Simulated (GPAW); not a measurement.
The system is NiO.

```
Ni O
1.0
     0.00000    2.08590    2.08590
     2.08590    0.00000    2.08590
     2.08590    2.08590    0.00000
Ni O
1 1
Direct
  0.00000 0.00000 0.00000
  0.50000 0.50000 0.50000
```

* Program: GPAW 26.7.0
* Task: relaxation of cell and atoms
* Functional: BLYP
* Dispersion: D3(BJ)
* Potentials or basis: PAW data sets generated in the run's folder for this functional
* Cutoff: 800 eV
* Basis: pw
* k mesh: 11 × 11 × 11
* Occupations: fermi-dirac, width 0.05 eV
* Spin: collinear spin, ferromagnetic start
* Starting moments: [1.0, 0.0] μB

At the start: pressure 9.1 GPa; volume 9.08 Å³/atom.

**Question.** Where does the relaxation end?

**Answer.** Over 4 steps the energy falls by 10.9 meV/atom and the volume is 9.44 Å³/atom (+4.0 %); space group Fm-3m (No. 225, to 0.05 Å); moment 1.77 μB per cell.

The path:
| step | energy change (eV) | largest force (eV/Å) | pressure (GPa) | volume (Å³) |
| --- | --- | --- | --- | --- |
| 1 | 0.0000 | 0.0000 | 9.11 | 18.15 |
| 2 | -0.0101 | 0.0000 | 6.36 | 18.35 |
| 3 | -0.0217 | 0.0000 | 0.45 | 18.85 |
| 4 | -0.0219 | 0.0000 | 0.03 | 18.89 |

Final structure:
```cif
data_structure
_symmetry_space_group_name_H-M 'P 1'
_symmetry_Int_Tables_number 1
_cell_length_a 2.9891
_cell_length_b 2.9891
_cell_length_c 2.9891
_cell_angle_alpha 60.000
_cell_angle_beta 60.000
_cell_angle_gamma 60.000
_cell_volume 18.89
loop_
_atom_site_label
_atom_site_type_symbol
_atom_site_fract_x
_atom_site_fract_y
_atom_site_fract_z
_atom_site_occupancy
Ni1 Ni 0.00000 0.00000 0.00000 1
O1 O 0.50000 0.50000 0.50000 1
```

Caveat: each step starts from the last one's moments, so a moment once lost doesn't come back; the stock nickel data set gives pressures a few GPa off other programs; later steps reuse the first step's grids; a cell with one magnetic atom can't hold antiferromagnetic order, which such compounds often take; pairwise dispersion overbinds metals, which lowers pressure and volume.
